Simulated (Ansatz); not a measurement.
# WC (Qusongite) (P-6m2) in Ansatz: a series of runs

The runs below take WC (Qusongite) through band structure, with PBEsol, LDA.

All numbers are computed with Ansatz 0.2.0; they aren't measurements. Logs are shortened: lines on timing, memory, paths and dates and some standing lists are left out, and cuts for length are marked.

## 1. The crystal as given

It takes space group P-6m2 (No. 187, hexagonal). Conventional cell: a = 2.907 Å, b = 2.907 Å, c = 2.837 Å, α = 90.00°, β = 90.00°, γ = 120.00°. W (site symmetry -6m2) has 6 C at 2.20 Å as nearest neighbours. C (site symmetry -6m2) is surrounded by 6 W at 2.20 Å.

## 2. Band structure, PBEsol

input.yaml reads:

```yaml
crystal:
  lattice:
    - [2.9065, 0.0, 0.0]
    - [-1.45325, 2.5171028361, 0.0]
    - [0.0, 0.0, 2.8366]
  atoms:
    - { symbol: W, position: [0.0, 0.0, 0.0] }
    - { symbol: C, position: [0.6666666667, 0.3333333333, 0.5] }
kpoints:
  mp_grid: { grid: [10, 10, 9] }
  band_path:
    path:
      - [0.0, 0.0, 0.0]
      - [0.5, 0.0, 0.0]
      - [0.3333333333, 0.3333333333, 0.0]
      - [0.0, 0.0, 0.0]
      - [0.0, 0.0, 0.5]
      - [0.5, 0.0, 0.5]
      - [0.3333333333, 0.3333333333, 0.5]
      - [0.0, 0.0, 0.5]
    npoints: 8
scf:
  occupations: { method: fermi_dirac, width: 0.05 }
hamiltonian:
  xc: pbesol
  pseudopotentials: { kind: all_electron, lapw: { basis_error: 0.001 } }
output:
  forces: true
  stress: true
  eigenvalues: true
```

Potentials or basis: all-electron LAPW, scalar-relativistic.

Run with:

```sh
$ ansatz run input.yaml --threads 1 --pin off --max-ram 3072MiB --backend cpu --events-out ev --progress --plain --runs-dir out
```

What it wrote:

```text
Warning: RAYON_NUM_THREADS=1 ignored (pool sized by the plan → 1); use --threads N
LAPW: plane waves up to 9.371 Å⁻¹, error target 1.0e-3 eV per atom; small_component_spin mean_spin; C in spheres of 0.905 Å, 6 of its electrons in bands, Dirac shells []; W in spheres of 1.292 Å, 44 of its electrons in bands, Dirac shells [] (how accurate: hamiltonian.pseudopotentials.lapw.basis_error, Limitations)
Engine: ansatz 0.2.0, x86_64-unknown-linux-gnu
Pseudopotentials: kind: all_electron
Pseudopotential: W, LAPW, valence charge 44, lapw/all_electron/scalar/gaussian/W, Koelling and Harmon's equation, gaussian nucleus
Pseudopotential: C, LAPW, valence charge 6, lapw/all_electron/scalar/gaussian/C, Koelling and Harmon's equation, gaussian nucleus
Functional definition: PBEsol
  exchange = pbesol_x
  correlation = pbesol_c
Crystal: 2 atoms, lattice volume = 20.752 Å³
Basis set: ecut = 334.5802117237812 eV, 315 PW (Γ), exchange–correlation at level 2
Bands: 30, of which v1, the nominal top of the filled ones, is band 25 counted from 1 (24 counted from 0)
Symmetry: 12 space group operations
Space group: P-6m2 (ITA 187), of the structure as read, at distance tolerance 2.7e-5 Å
k-points: 70 of 900 (time reversal used)
Non-local potential: W, projectors of the file, none
Non-local potential: C, projectors of the file, none
Initial density: superposition of atomic densities (chi_scale 0.1, normalization cell, long waves kept (reshape's long-wave potential 0.00 eV rms))
Initial wavefunctions: plane waves of lowest kinetic energy (no species holds an atomic orbital)
Functional: x = pbesol(κ = 0.804, μ = 0.12345679012345678), c = pbesol(β = 0.046)
iter 1 solved again at ethr=7.57e-3 eV; its pass at ethr=1.00e-1 eV (dr2=3.78e0 eV) is discarded
SCF iter   1: F=—  HF=-440108.558131 eV  |F-HF|=—  |Δ(HF+E_count)|=         —  Δρ=1.23e-1  dr2=3.78e0  ethr=7.57e-3  ⟨swp⟩=2.0  Hψ=13010  notcnv=0
preconditioner: auto → none  [metal: Δε(μ)=0.133 eV  Ē_g=27.528 eV  σ=0.050 eV  W_gap=0.49  n_scr=8 (ndim 8)  ℏωp=44.6 eV  f_vac=0.000  D(μ)=0.21/eV (n_scr^D=0)  sad-step TF]
iter 2 solved again at ethr=2.38e-4 eV; its pass at ethr=7.56e-3 eV (dr2=1.19e-1 eV) is discarded
SCF iter   2: F=—  HF=-440107.125646 eV  |F-HF|=—  |Δ(HF+E_count)|=    1.43e0  Δρ=2.52e-2  dr2=1.19e-1  ethr=2.38e-4  ⟨swp⟩=2.0  Hψ=10806  notcnv=0
SCF iter   3: F=—  HF=-440107.083216 eV  |F-HF|=—  |Δ(HF+E_count)|=         —  Δρ=1.17e-2  dr2=1.31e-2  ethr=2.38e-4  ⟨swp⟩=2.2  Hψ=6464  notcnv=0
the basis was enlarged: its passes take 582.9 KiB over the memory plan, 1 of 1 planned eigensolver slots
SCF iter   4: F=—  HF=-440107.082607 eV  |F-HF|=—  |Δ(HF+E_count)|=   6.09e-4  Δρ=3.84e-3  dr2=1.38e-3  ethr=2.62e-5  ⟨swp⟩=2.8  Hψ=6346  notcnv=0
SCF iter   5: F=—  HF=-440107.078545 eV  |F-HF|=—  |Δ(HF+E_count)|=   4.06e-3  Δρ=1.32e-3  dr2=2.24e-4  ethr=2.76e-6  ⟨swp⟩=2.9  Hψ=6308  notcnv=0
SCF iter   6: F=—  HF=-440107.078499 eV  |F-HF|=—  |Δ(HF+E_count)|=   4.57e-5  Δρ=1.05e-4  dr2=1.40e-6  ethr=4.48e-7  ⟨swp⟩=2.1  Hψ=6120  notcnv=0
SCF iter   7: F=—  HF=-440107.078499 eV  |F-HF|=—  |Δ(HF+E_count)|=   2.77e-7  Δρ=2.64e-5  dr2=1.17e-7  ethr=2.80e-9  ⟨swp⟩=3.0  Hψ=6283  notcnv=0
SCF iter   8: F=-440107.078499 eV  HF=-440107.078499 eV  |F-HF|=8.15e-10  |Δ(HF+E_count)|=   2.08e-8  Δρ=3.16e-6  dr2=9.06e-10  ethr=2.34e-10  ⟨swp⟩=2.9  Hψ=6224  notcnv=0
SCF 1 converged in 8 iterations: F = -440107.078499 eV  dr2 = 9.06e-10
NSCF: frozen V_eff on 57 k-points
SCF converged after 8 iterations
Free energy (F): -440107.078499 eV
Harris-Foulkes:  -440107.078499 eV  (|F-HF|=8.15e-10)
Internal energy: -440107.076714 eV  (E = F + TS)
E sigma→0 (E₀):  -440107.077606 eV
Entropy (-TS):   -0.001784 eV (-0.892 meV/atom)
Fermi energy:    25.509314 eV
--- Per-component energies (eV) ---
  E_band       = -4904.692868
  E_kinetic    = 492724.235184
  E_xc         = -8847.193955
  E_electrostatic = -923984.117943  (all electrons and nuclei)
  E_smearing   = -0.001784  (= −TS)
  E_closure    = 0.000000  (closes the sum)
  E_atoms      = -440084.679543  (free atoms, spherical and without spin; not in F)
  Σ components = -440107.078499   (vs F -440107.078499, Δ=0.00e0)
  Basis errors (estimates in eV, not in F): energy 3.7e-4 per atom: plane waves 3.3e-4 (1.8e-4 summed), levels above the bands 6.1e-105, relativity 3.2e-8, radial functions 4.3e-5, core shells 1.6e-7; eigenvalues (radial functions only) 2.6e-6; not estimated: angular momenta, meshes, grids; target (lapw.basis_error) 1.0e-3; muffin-tin radii C 0.905 Å, W 1.292 Å
--- Forces (eV/Å), atoms counted from 1 ---
  atom   1  W     -0.00000000    -0.00000000     0.00000000
  atom   2  C      0.00000000    -0.00000000     0.00000000
  max |Σ_I F_I| component: 3.70e-17 eV/Å
--- Stress (GPa, compression-positive) ---
       -2.946870       0.000000      -0.000000
        0.000000      -2.946870      -0.000000
       -0.000000      -0.000000      -4.381830
  P = ⅓ Tr σ = -3.4252 GPa (-34.252 kbar)
--- Band table (eV; the first three rows and the last of 70) ---
  k-point 0: bands = ["-391.8858", "-391.8858", "-391.8828", "-238.4274", "-207.1786", "-207.1786", "-207.1730", "-207.1730", "-207.1631", "-48.3604", "-12.3873", "-12.2778", "-12.2778", "-2.5584", "-2.5511", "-2.5511", "-2.5420", "-2.5420", "-2.5296", "-2.5152", "11.0930", "21.1879", "22.1823", "22.1823", "25.6254", "28.7412", "28.7412", "31.1531", "31.1531", "31.9126"]
  k-point 1: bands = ["-391.8858", "-391.8858", "-391.8828", "-238.4274", "-207.1786", "-207.1786", "-207.1730", "-207.1730", "-207.1631", "-48.3555", "-12.4791", "-12.2699", "-12.2699", "-2.5583", "-2.5519", "-2.5519", "-2.5400", "-2.5400", "-2.5333", "-2.5152", "11.3940", "21.0211", "22.3187", "22.3187", "25.6166", "27.8308", "27.8308", "31.6261", "31.6261", "32.1420"]
  k-point 2: bands = ["-391.8858", "-391.8858", "-391.8828", "-238.4274", "-207.1786", "-207.1786", "-207.1730", "-207.1730", "-207.1631", "-48.3434", "-12.7061", "-12.2496", "-12.2496", "-2.5580", "-2.5540", "-2.5540", "-2.5422", "-2.5349", "-2.5349", "-2.5151", "12.2345", "20.2166", "22.6921", "22.6921", "26.1788", "26.4434", "26.4434", "31.6263", "31.6263", "32.7310"]
  k-point 69: bands = ["-391.8858", "-391.8858", "-391.8828", "-238.4274", "-207.1786", "-207.1786", "-207.1730", "-207.1730", "-207.1631", "-48.2566", "-12.9247", "-12.8236", "-12.6679", "-2.5548", "-2.5493", "-2.5492", "-2.5439", "-2.5364", "-2.5342", "-2.5283", "14.6170", "18.4877", "20.0879", "23.6396", "24.7784", "29.9721", "31.8538", "32.6364", "34.9355", "35.0832"]
```

Wall time 10 s (1 thread of AMD EPYC 9R45 (Zen 5), shared host); peak memory 0.39 GiB.

Results:

```yaml
Free_energy: -440107.0785 eV
Pressure: -3.4 GPa
Band_gap_along_the_path: none (metal or under the smearing width)
```

Stress tensor (GPa, compression positive):
```
-2.95  0.00  0.00
 0.00 -2.95  0.00
 0.00  0.00 -4.38
```

Levels at the corners of the path, in eV from the Fermi level:
```csv
point,band 22,band 23,band 24,band 25,band 26,band 27,band 28,band 29
Γ,-4.32,-3.33,-3.33,0.12,3.23,3.23,5.64,5.64
M,-7.03,-3.61,-3.58,-0.43,2.34,4.54,4.90,6.87
K,-6.57,-4.56,-3.44,0.60,1.00,2.06,3.23,9.21
Γ,-4.32,-3.33,-3.33,0.12,3.23,3.23,5.64,5.64
A,-8.65,-2.00,-2.00,-0.59,-0.59,3.68,4.53,4.53
L,-6.45,-4.32,-4.17,0.31,4.45,5.32,6.67,9.21
H,-7.23,-5.39,-1.59,-0.64,4.42,6.42,7.63,9.08
A,-8.65,-2.00,-2.00,-0.59,-0.59,3.68,4.53,4.53
```

Caveat: spin-orbit coupling is left out, which moves the levels of the heavy elements.

## 3. Band structure, LDA

input.yaml, as its differences from that of step 2:

```diff
@@ -24,3 +24,3 @@
 hamiltonian:
-  xc: pbesol
+  xc: lda
   pseudopotentials: { kind: all_electron, lapw: { basis_error: 0.001 } }
```

Potentials or basis: all-electron LAPW, scalar-relativistic.

Run with:

```sh
$ ansatz run input.yaml --threads 1 --pin off --max-ram 3072MiB --backend cpu --events-out ev --progress --plain --runs-dir out
```

Run time: 10 s. Hardware: 1 thread of AMD EPYC 9R45 (Zen 5), shared host; peak memory 0.38 GiB.

The run converged. Its results:

- Free energy: -439976.8667 eV
- Pressure: -9.7 GPa
- Band gap along the path: none (metal or under the smearing width)

Stress tensor (GPa, compression positive):
```
 -8.88   0.00   0.00
  0.00  -8.88   0.00
  0.00   0.00 -11.48
```

Levels at the corners of the path, in eV from the Fermi level:
```csv
point,band 22,band 23,band 24,band 25,band 26,band 27,band 28,band 29
Γ,-4.29,-3.32,-3.32,0.13,3.20,3.20,5.60,5.60
M,-6.95,-3.61,-3.55,-0.42,2.31,4.52,4.87,6.84
K,-6.53,-4.49,-3.44,0.59,0.99,2.05,3.25,9.14
Γ,-4.29,-3.32,-3.32,0.13,3.20,3.20,5.60,5.60
A,-8.60,-2.00,-2.00,-0.59,-0.59,3.66,4.52,4.52
L,-6.41,-4.30,-4.09,0.36,4.42,5.29,6.70,9.14
H,-7.19,-5.34,-1.54,-0.61,4.40,6.44,7.58,9.08
A,-8.60,-2.00,-2.00,-0.59,-0.59,3.66,4.52,4.52
```

Caveat: spin-orbit coupling is left out, which moves the levels of the heavy elements.
